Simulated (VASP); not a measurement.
# SnSe (Fm-3m) in VASP: settings compared

One crystal, SnSe, is run at these levels: PBE, HSE06; tasks: single point.

Program: VASP 6.6.1. These are calculated values, not measurements. Logs are shortened: lines on timing, memory, paths and dates and some standing lists are left out, and cuts for length are marked.

## 1. The structure

It takes space group Fm-3m (No. 225, cubic). Conventional cell: a = 5.970 Å, b = 5.970 Å, c = 5.970 Å, α = 90.00°, β = 90.00°, γ = 90.00°. Sn (site symmetry m-3m) is surrounded by 6 Se at 2.98 Å. Se (site symmetry m-3m) has 6 Sn at 2.98 Å as nearest neighbours.

Measurements of this composition are mostly on another form, of space group No. 62.

## 2. Single point, PBE

Contents of INCAR:

```
PREC = Accurate
ENCUT = 520
EDIFF = 1E-7
ISMEAR = 0
SIGMA = 0.01
LREAL = False
LASPH = True
NELM = 100
ALGO = Normal
ISIF = 2
LWAVE = False
LCHARG = False
GGA = PE
NBANDS = 17
```

Contents of KPOINTS:

```
Automatic mesh
0
Gamma
  6 6 6
```

Contents of POSCAR:

```
SnSe
1.0
    0.0000000000      2.9848894956      2.9848894956
    2.9848894956      0.0000000000      2.9848894956
    2.9848894956      2.9848894956      0.0000000000
Sn Se
1 1
Direct
    0.0000000000      0.0000000000      0.0000000000
    0.5000000000      0.5000000000      0.5000000000
```

Potentials or basis: VASP PAW PBE potentials, release 64 (Sn_d, Se).

Run with:

```
$ cat potpaw_PBE.64/Sn_d/POTCAR potpaw_PBE.64/Se/POTCAR > POTCAR
$ mpirun -np 1 vasp_std > vasp.out
```

OUTCAR:

```text
PREC = Accurate
   ENCUT = 520
   EDIFF = 1E-7
   ISMEAR = 0
   LREAL = False
   LASPH = True
   NELM = 100
   ISIF = 2
   GGA = PE

 ion  position               nearest neighbor table
   1  0.000  0.000  0.000-   2 2.98   2 2.98   2 2.98   2 2.98   2 2.98   2 2.98
   2  0.500  0.500  0.500-   1 2.98   1 2.98   1 2.98   1 2.98   1 2.98   1 2.98

  LATTYP: Found a face centered cubic cell.
 ALAT       =     5.9697789912

  Lattice vectors:

 A1 = (   0.0000000000,   2.9848894956,   2.9848894956)
 A2 = (   2.9848894956,   0.0000000000,   2.9848894956)
 A3 = (   2.9848894956,   2.9848894956,   0.0000000000)

Analysis of symmetry for initial positions (statically):
=====================================================================
 Subroutine PRICEL returns:
 Original cell was already a primitive cell.

 Routine SETGRP: Setting up the symmetry group for a
 face centered cubic supercell.

 Subroutine GETGRP returns: Found 48 space group operations
 (whereof 48 operations were pure point group operations)
 out of a pool of 48 trial point group operations.

The static configuration has the point symmetry O_h .

Analysis of symmetry for dynamics (positions and initial velocities):
=====================================================================
 Subroutine PRICEL returns:
 Original cell was already a primitive cell.

 Routine SETGRP: Setting up the symmetry group for a
 face centered cubic supercell.

 Subroutine GETGRP returns: Found 48 space group operations
 (whereof 48 operations were pure point group operations)
 out of a pool of 48 trial point group operations.

The dynamic configuration has the point symmetry O_h .

 Subroutine INISYM returns: Found 48 space group operations
 (whereof 48 operations are pure point group operations),
 and found     1 'primitive' translations

----------------------------------------------------------------------------------------

                                     Primitive cell

  volume of cell :      53.1881

  direct lattice vectors                    reciprocal lattice vectors
     0.000000000  2.984889496  2.984889496    -0.167510389  0.167510389  0.167510389
     2.984889496  0.000000000  2.984889496     0.167510389 -0.167510389  0.167510389
     2.984889496  2.984889496  0.000000000     0.167510389  0.167510389 -0.167510389

  length of vectors
     4.221271207  4.221271207  4.221271207     0.290136504  0.290136504  0.290136504

  position of ions in fractional coordinates (direct lattice)
     0.000000000  0.000000000  0.000000000
     0.500000000  0.500000000  0.500000000

  ion indices of the primitive-cell ions
   primitive index   ion index
                 1           1
[... 66 lines left out ...]
   EDIFFG = 0.1E-05   stopping-criterion for IOM
   NSW    =      0    number of steps for IOM
   IBRION =     -1    ionic relax: 0-MD 1-quasi-New 2-CG
   NFREE  =      0    steps in history (QN), initial steepest desc. (CG)
   ISIF   =      2    stress and relaxation
   ISYM   =      2    0-nonsym 1-usesym 2-fastsym
   POTIM  = 0.5000    time-step for ionic-motion
   TEBEG  =    0.0;   TEEND  =   0.0 temperature during run
   PSTRESS=    0.0 pullay stress
   NELECT =      20.0000    total number of electrons
   NUPDOWN=      -1.0000    fix difference up-down
   EMIN   =  10.00;   EMAX   =-10.00  energy-range for DOS
   EFERMI =   0.00;   METHOD = LEGACY
   ISMEAR =     0;   SIGMA  =   0.01  broadening in eV -4-tet -1-fermi 0-gaus
   EFERMI_NEDOS =   21; number of points for ismear=-14 and -15
   IALGO  =     38    algorithm
   IMIX   =      4    mixing-type and parameters
     AMIX     =   0.40;   BMIX     =  1.00
     AMIX_MAG =   1.60;   BMIX_MAG =  1.00
  volume/ion in A,a.u.               =      26.59       179.47
  Fermi-wavevector in a.u.,A,eV,Ry     =   1.181626  2.232949 18.996987  1.396239
  Thomas-Fermi vector in A             =   2.317895
   LORBIT       =      0    0 simple, 1 ext, 2 COOP (PROOUT), +10 PAW based schemes
   GGA     = PE    functional components
   LHFCALC =     F    Hartree Fock is set to
   AEXX    =    0.0000 exact exchange contribution
   IVDW    =     0    specifies the selected vdW correction
   LEPSILON=     F    determine dielectric tensor
   LRPA    =     F    only Hartree local field effects (RPA)
 non-spin polarized calculation
 Gauss-broadening in eV      SIGMA  =   0.01
  energy-cutoff  :      520.00
  volume of cell :       53.19
 maximum number of plane-waves:      1459
   NGX = 15   NGY = 15   NGZ = 15

 number of electron      20.0000008 magnetization

 Free energy of the ion-electron system (eV)
  ---------------------------------------------------
  ext. energy  EPLUGINS =         0.00000000
  ---------------------------------------------------
  free energy    TOTEN  =        -8.22446174 eV

  energy without entropy =       -8.22446174  energy(sigma->0) =       -8.22446174

 E-fermi :   5.8838     XC(G=0):  -9.7212

 val. band max:        5.8410272386   @ k =   0.5000   0.0000   0.0000
 cond. band min:       6.5323370534   @ k =   0.5000   0.0000   0.0000
 fundamental gap:      0.6913098148
 Fermi energy:         5.8838360088

 k-point     1 :       0.0000    0.0000    0.0000
  band No.  band energies     occupation
      1     -15.7397      2.00000
      2     -15.7397      2.00000
      3     -15.7397      2.00000
      4     -15.7391      2.00000
      5     -15.7391      2.00000
      6      -8.1867      2.00000
[... 297 lines left out ...]
      4     -15.7270      2.00000
      5     -15.7202      2.00000
      6      -6.8807      2.00000
[... 9 lines left out ...]
     16      17.1616      0.00000
     17      18.6430      0.00000

------------------------ aborting loop because EDIFF is reached ----------------------------------------

  FORCE on cell =-STRESS in cart. coord.  units (eV):
  Direction    XX          YY          ZZ          XY          YZ          ZX
  --------------------------------------------------------------------------------------
  -------------------------------------------------------------------------------------
  Total        0.6565506      0.6565506      0.6565506      0.0000000      0.0000000      0.0000000
  in kB       19.7771639     19.7771639     19.7771639      0.0000000      0.0000000      0.0000000
  external PRESSURE =      19.7771639 kB  Pullay stress =       0.0000000 kB

 VOLUME and BASIS-vectors are now :
 -----------------------------------------------------------------------------
  energy-cutoff  :      520.00
  volume of cell :       53.19
      direct lattice vectors                 reciprocal lattice vectors
     0.000000000  2.984889496  2.984889496    -0.167510389  0.167510389  0.167510389
     2.984889496  0.000000000  2.984889496     0.167510389 -0.167510389  0.167510389
     2.984889496  2.984889496  0.000000000     0.167510389  0.167510389 -0.167510389

 POSITION                                       TOTAL-FORCE (eV/Angst)
 -----------------------------------------------------------------------------------
      0.00000      0.00000      0.00000        -0.000000      0.000000      0.000000
      2.98489      2.98489      2.98489         0.000000     -0.000000     -0.000000
 -----------------------------------------------------------------------------------
    total drift:                                0.000000     -0.000000     -0.000000

  FREE ENERGIE OF THE ION-ELECTRON SYSTEM (eV)
  ---------------------------------------------------
  free  energy   TOTEN  =        -8.2244617415 eV

  energy  without entropy=       -8.2244617415  energy(sigma->0) =       -8.22446174
```

OSZICAR:

```text
N       E                     dE             d eps       ncg     rms          rms(c)
DAV:   1     0.136083419526E+03    0.13608E+03   -0.97753E+03   545   0.146E+03
DAV:   2     0.532024212902E+01   -0.13076E+03   -0.12652E+03   560   0.354E+02
DAV:   3    -0.803939066170E+01   -0.13360E+02   -0.13253E+02   680   0.962E+01
DAV:   4    -0.837846602172E+01   -0.33908E+00   -0.33884E+00   667   0.163E+01
DAV:   5    -0.838776867974E+01   -0.93027E-02   -0.93023E-02   770   0.260E+00    0.325E+00
DAV:   6    -0.822423270489E+01    0.16354E+00   -0.39400E-01   781   0.373E+00    0.197E+00
DAV:   7    -0.822283155576E+01    0.14011E-02   -0.79934E-02   665   0.127E+00    0.932E-01
DAV:   8    -0.822458249585E+01   -0.17509E-02   -0.84266E-03   662   0.805E-01    0.102E-01
DAV:   9    -0.822441223774E+01    0.17026E-03   -0.15298E-03   791   0.322E-01    0.464E-02
DAV:  10    -0.822445651222E+01   -0.44274E-04   -0.16600E-04   637   0.751E-02    0.119E-02
DAV:  11    -0.822446145870E+01   -0.49465E-05   -0.17603E-05   721   0.349E-02    0.299E-03
DAV:  12    -0.822446182813E+01   -0.36943E-06   -0.11419E-06   661   0.123E-02    0.206E-03
DAV:  13    -0.822446174153E+01    0.86593E-07   -0.78089E-08   522   0.298E-03
   1 F= -.82244617E+01 E0= -.82244617E+01  d E =-.114866E-11
```

Run time: 8.9 s. Hardware: 1 thread of Intel Xeon Platinum 8488C (Sapphire Rapids), shared host; peak memory 0.17 GiB.

Results:

```
Free energy            : -8.2245 eV
Pressure               : 2.0 GPa
Band gap on the k mesh : 0.69 eV, direct
```

Caveat: spin-orbit coupling is left out, which moves the levels of the heavy elements. A k mesh can miss the band edges.

## 3. Single point, HSE06

POSCAR is that of step 2.

Contents of INCAR.step1:

```
PREC = Accurate
ENCUT = 520
EDIFF = 1E-5
ISMEAR = 0
SIGMA = 0.01
LREAL = False
LASPH = True
NELM = 100
ALGO = Normal
ISIF = 2
LWAVE = True
LCHARG = False
GGA = PE
NBANDS = 17
```

Contents of INCAR.step2:

```
PREC = Accurate
ENCUT = 520
EDIFF = 1E-6
ISMEAR = 0
SIGMA = 0.01
LREAL = False
LASPH = True
NELM = 100
ALGO = Normal
ISIF = 2
LWAVE = False
LCHARG = False
GGA = PE
LHFCALC = True
HFSCREEN = 0.2079
PRECFOCK = Normal
ISTART = 1
NBANDS = 17
```

Contents of KPOINTS:

```
Automatic mesh
0
Gamma
  4 4 4
```

Potentials or basis: VASP PAW PBE potentials, release 64 (Sn_d, Se).

Run with:

```
$ cat potpaw_PBE.64/Sn_d/POTCAR potpaw_PBE.64/Se/POTCAR > POTCAR
$ cp INCAR.step1 INCAR
$ mpirun -np 1 vasp_std > vasp.out
$ cp INCAR.step2 INCAR
$ mpirun -np 1 vasp_std > vasp.out
```

Run time: 4.7 min. Hardware: 1 thread of Intel Xeon Platinum 8488C (Sapphire Rapids), shared host; peak memory 0.28 GiB.

It converged, with:

- Free energy: -9.7986 eV
- Pressure: -0.6 GPa
- Band gap on the k mesh: 0.61 eV, direct

Levels at points of the mesh, in eV from the valence-band top:
```
           k point  band 8  band 9  band 10  band 11  band 12  band 13
(0.00, 0.00, 0.00)   -2.89   -2.89    -2.89     4.92     4.92     4.92
(0.50, 0.00, 0.00)   -2.64   -2.64     0.00     0.61     1.39     1.39
(0.50, 0.50, 0.00)   -6.62   -4.52    -4.52     3.09     6.07     6.07
```

Caveat: the k mesh is coarse (spacing up to 0.46 Å⁻¹), so the values aren't converged, least of all with exact exchange; the PAW data sets were made with another functional, which shifts forces and pressure a little; spin-orbit coupling is left out, which moves the levels of the heavy elements.
